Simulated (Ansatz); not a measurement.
# GaN: how the settings move a single-point run

How sensitive is a single-point run of GaN to its settings? A reference run comes first, then two runs with altered input.

Method: reference: DFT, r2SCAN, PAW with Ansatz's default frozen-core files, scalar-relativistic; levels and slopes on a fine mesh, independent-particle optical spectra, in Ansatz 0.2.0.

### Step 1. Starting point

The structure is cubic, space group F-43m (No. 216). The conventional cell has a = 4.498 Å, b = 4.498 Å, c = 4.498 Å, α = 90.00°, β = 90.00°, γ = 90.00°. Ga (site symmetry -43m) is surrounded by 4 N at 1.95 Å. N (site symmetry -43m) has 4 Ga at 1.95 Å as nearest neighbours.

Structure file:

```cif
data_structure
_symmetry_space_group_name_H-M 'F-43m'
_symmetry_Int_Tables_number 216
_cell_length_a 4.4979
_cell_length_b 4.4979
_cell_length_c 4.4979
_cell_angle_alpha 90.000
_cell_angle_beta 90.000
_cell_angle_gamma 90.000
_cell_volume 91.00
loop_
_atom_site_label
_atom_site_type_symbol
_atom_site_symmetry_multiplicity
_atom_site_Wyckoff_symbol
_atom_site_fract_x
_atom_site_fract_y
_atom_site_fract_z
_atom_site_occupancy
Ga1 Ga 4 a 0.00000 0.00000 0.00000 1
N1 N 4 d 0.25000 0.25000 0.75000 1
```

### Step 2. Baseline

File input.yaml:

```yaml
crystal:
  lattice:
    - [0.0, 2.24894181469, 2.24894181469]
    - [2.24894181469, 0.0, 2.24894181469]
    - [2.24894181469, 2.24894181469, 0.0]
  atoms:
    - { symbol: Ga, position: [0.0, 0.0, 0.0] }
    - { symbol: "N", position: [0.25, 0.25, 0.25] }
kpoints:
  mp_grid: { grid: [10, 10, 10] }
scf:
  occupations: { method: fixed }
hamiltonian:
  xc: r2scan
  pseudopotentials: { kind: paw }
output:
  forces: true
  stress: true
  eigenvalues: true
  eigenstates:
    nscf_kmesh: { grid: [16, 16, 16] }
    de_dk: true
    e_range: [-9, 12.16833030474]
  optics:
    e_range: [0, 20]
    de: 0.2
    sigma: 0.1
    bands: { spectra_wanted_up_to: 20 }
    nscf_kmesh: { grid: [16, 16, 16] }
checkpoint:
  write: ck
  write_wavefunctions: false
```

On the command line:

```bash
$ ansatz run input.yaml --threads 1 --pin off --max-ram 3072MiB --backend cpu --events-out ev --progress --plain --runs-dir out
```

From the output:

```text
[...]
Basis set: ecut = 500 eV, 561 PW (Γ), exchange–correlation on 96×96×96 points (64 copies of the dense FFT grid, shifted against one another)
[...]
k-points: 47 of 1000 (time reversal used)
[...]
SCF iter   1: F=—  HF=-4176.341327 eV  |F-HF|=—  |Δ(HF+E_count)|=         —  Δρ=1.24e-2  dr2=1.34e-2  dr2_τ=9.53e-2  ethr=1.77e-3  ⟨swp⟩=4.2  Hψ=2800  notcnv=0  defer=57
preconditioner: auto → none  [insulator: Δε(μ)=2.135 eV  Ē_g=19.927 eV  n_scr=8 (ndim 8)  ℏωp=33.0 eV  f_vac=0.001  ε∞_Penn≈3.7]
SCF iter   2: F=—  HF=-4176.372932 eV  |F-HF|=—  |Δ(HF+E_count)|=   3.16e-2  Δρ=4.55e-3  dr2=2.94e-3  dr2_τ=1.07e-4  ethr=7.45e-5  ⟨swp⟩=2.3  Hψ=1518  notcnv=0  defer=92
[...]
SCF iter   9: F=—  HF=-4176.373102 eV  |F-HF|=—  |Δ(HF+E_count)|=   4.07e-9  Δρ=1.06e-6  dr2=2.66e-10  dr2_τ=1.98e-12  ethr=1.29e-10  ⟨swp⟩=2.1  Hψ=753  notcnv=0
SCF iter  10: F=-4176.373102 eV  HF=-4176.373102 eV  |F-HF|=9.09e-13  |Δ(HF+E_count)|=  1.36e-11  Δρ=5.26e-8  dr2=6.33e-13  dr2_τ=1.01e-14  ethr=1.00e-12  ⟨swp⟩=4.9  Hψ=3455  notcnv=0
[...]
SCF converged after 10 iterations
Free energy (F): -4176.373102 eV
[...]
E sigma→0 (E₀):  -4176.373102 eV
Fermi energy:    9.466588 eV
[...]
  P = ⅓ Tr σ = 0.0005 GPa (0.005 kbar)
[...]
```

It took 47 s on 1 thread of Arm Neoverse V1, shared host; peak memory 0.73 GiB.

### Step 3. Changing settings: xc rpbe, accuracy low

input.yaml, as its differences from that of step 2:

```diff
@@ -13,3 +13,3 @@
 hamiltonian:
-  xc: r2scan
+  xc: rpbe
   pseudopotentials: { kind: paw }
@@ -32 +32,2 @@
   write_wavefunctions: false
+accuracy: low
```

On the command line:

```bash
$ ansatz run input.yaml --threads 1 --pin off --max-ram 3072MiB --backend cpu --events-out ev --progress --plain --runs-dir out
```

Output (excerpt; [...] marks lines left out):

```text
[...]
Pseudopotentials: kind: paw
Pseudopotential: Ga, paw, valence charge 13, recommended cutoff 420 eV (normal), Ga.paw.azcp
Pseudopotential: N, paw, valence charge 5, recommended cutoff 420 eV (normal), N.paw.azcp
Functional definition: RPBE
[...]
Crystal: 2 atoms, lattice volume = 22.749 Å³
Basis set: ecut = 420 eV, 459 PW (Γ), exchange–correlation on 48×48×48 points (8 copies of the dense FFT grid, shifted against one another)
Bands: 13, of which v1, the nominal top of the filled ones, is band 9 counted from 1 (8 counted from 0)
Symmetry: 24 space group operations
Space group: F-43m (ITA 216), of the structure as read, at distance tolerance 2.8e-5 Å
k-points: 47 of 1000 (time reversal used)
[...]
SCF iter   1: F=—  HF=-4174.906357 eV  |F-HF|=—  |Δ(HF+E_count)|=         —  Δρ=3.85e-3  dr2=1.82e-3  ethr=1.77e-3  ⟨swp⟩=4.3  Hψ=2814  notcnv=0  defer=70
[...]
SCF iter   8: F=-4174.905908 eV  HF=-4174.905908 eV  |F-HF|=9.09e-13  |Δ(HF+E_count)|=  4.00e-10  Δρ=5.44e-8  dr2=4.86e-13  ethr=1.00e-12  ⟨swp⟩=6.4  Hψ=3214  notcnv=0
[...]
NSCF: frozen V_eff on 145 k-points
[...]
NSCF: frozen V_eff on 145 k-points
[...]
SCF converged after 8 iterations
Free energy (F): -4174.905908 eV
[...]
E sigma→0 (E₀):  -4174.905908 eV
Fermi energy:    9.879603 eV
[...]
--- Forces (eV/Å), atoms counted from 1 ---
  atom   1  Ga     0.00000000    -0.00000000     0.00000000
  atom   2  N     -0.00000000    -0.00000000     0.00000000
[...]
--- Stress (GPa, compression-positive) ---
       10.409114       0.000000      -0.000000
       -0.000000      10.409114       0.000000
       -0.000000       0.000000      10.409114
  P = ⅓ Tr σ = 10.4091 GPa (104.091 kbar)
--- Band table (eV; the first three rows and the last of 47) ---
  k-point 0: bands = ["-6.1427", "-3.6049", "-3.6049", "-3.6049", "-3.2820", "-3.2820", "9.8796", "9.8796", "9.8796", "11.6724", "20.3027", "20.3027", "20.3027"]
[...]
--- Fermi surface from the table of eigenstates not read: on its mesh, or on one of the eight of every second point, the electrons fill whole bands (an insulator's do; a metal wants a denser output.eigenstates.nscf_kmesh) ---
```

Wall time 27 s (1 thread of Arm Neoverse V1, shared host); peak memory 0.65 GiB.

Total energies don't compare across a change of functional; the pressure goes from 0.0 to 10.4 GPa and the gap on the mesh goes from 2.17 to 1.79 eV. The accuracy level changed too.

### Step 4. Changed: ecutwfc 450 eV

input.yaml, as its differences from that of step 2:

```diff
@@ -32 +32,3 @@
   write_wavefunctions: false
+basis:
+  ecutwfc: "450 eV"
```

On the command line:

```bash
$ ansatz run input.yaml --threads 1 --pin off --max-ram 3072MiB --backend cpu --events-out ev --progress --plain --runs-dir out
```

Output (excerpt; [...] marks lines left out):

```text
Warning: basis.ecutwfc = 450 eV is below the records' recommended 500 eV, and the density's cutoff is lower with it unless basis.ecutrho_ratio is high enough to keep the records' density cutoff: compare with a run at a higher cutoff
[...]
Pseudopotentials: kind: paw
Pseudopotential: Ga, paw, valence charge 13, recommended cutoff 500 eV (meta_gga), Ga.paw.azcp
Pseudopotential: N, paw, valence charge 5, recommended cutoff 500 eV (meta_gga), N.paw.azcp
Functional definition: r2SCAN
[...]
Crystal: 2 atoms, lattice volume = 22.749 Å³
Basis set: ecut = 450 eV, 531 PW (Γ), exchange–correlation on 96×96×96 points (64 copies of the dense FFT grid, shifted against one another)
Bands: 13, of which v1, the nominal top of the filled ones, is band 9 counted from 1 (8 counted from 0)
Symmetry: 24 space group operations
Space group: F-43m (ITA 216), of the structure as read, at distance tolerance 2.8e-5 Å
k-points: 47 of 1000 (time reversal used)
[...]
NSCF: frozen V_eff on 145 k-points
[...]
NSCF: frozen V_eff on 145 k-points
[...]
SCF converged after 10 iterations
Free energy (F): -4176.369714 eV
[...]
E sigma→0 (E₀):  -4176.369714 eV
Fermi energy:    9.467472 eV
[...]
--- Forces (eV/Å), atoms counted from 1 ---
  atom   1  Ga     0.00000000    -0.00000000     0.00000000
  atom   2  N     -0.00000000     0.00000000     0.00000000
[...]
--- Stress (GPa, compression-positive) ---
        0.010792      -0.000000      -0.000000
        0.000000       0.010792       0.000000
       -0.000000       0.000000       0.010792
  P = ⅓ Tr σ = 0.0108 GPa (0.108 kbar)
--- Band table (eV; the first three rows and the last of 47) ---
  k-point 0: bands = ["-7.3136", "-4.4267", "-4.4267", "-4.4267", "-4.0780", "-4.0780", "9.4675", "9.4675", "9.4675", "11.6356", "20.5301", "20.5301", "20.5301"]
[...]
--- Fermi surface from the table of eigenstates not read: on its mesh, or on one of the eight of every second point, the electrons fill whole bands (an insulator's do; a metal wants a denser output.eigenstates.nscf_kmesh) ---
```

Run time: 44 s. Hardware: 1 thread of Arm Neoverse V1, shared host; peak memory 0.73 GiB.

Changing the cutoff moves the energy by +1.7 meV/atom. The lower cutoff gives the higher energy: the smaller basis describes the state less well. The log warns that the cutoff is under what these potentials recommend, so the shift is basis error.

### Step 5. All runs together

```
                     run     ending   energy change  pressure (GPa)  gap (eV)  force (eV/Å)  cycles  time
               reference  converged               0             0.0      2.17          0.00       -  47 s
1: xc rpbe, accuracy low  converged  not comparable            10.4      1.79          0.00       8  27 s
       2: ecutwfc 450 eV  converged   +1.7 meV/atom             0.0      2.17          0.00      10  44 s
```

Residual by cycle in the longest SCF loop of each run; runs are numbered as in the table. The quantity is the density residual dr2, in eV.

```
cycle  reference    run 1    run 2
    1     0.0134  0.00182   0.0129
    2    0.00294   1.9e-4  0.00297
    3     7.4e-4   4.5e-5   7.0e-4
    4     1.0e-4   8.7e-6   2.6e-4
    5     4.5e-6   1.6e-7   1.4e-6
    6     2.2e-6   8.6e-9   2.1e-6
    7     5.1e-7  1.2e-10   1.9e-7
    8     2.3e-8  4.9e-13   4.6e-9
    9    2.7e-10        -  1.9e-11
   10    6.3e-13        -  1.6e-14
```

What this shows: «ecutwfc 450 eV» moves the energy by +1.7 meV/atom. Run 2 ran under the cutoff that the potentials recommend, as the log warns, so basis error is mixed into its values.

The gaps are Kohn-Sham values of a semilocal functional, not quasiparticle or optical gaps. Such gaps usually fall short of the measured ones.
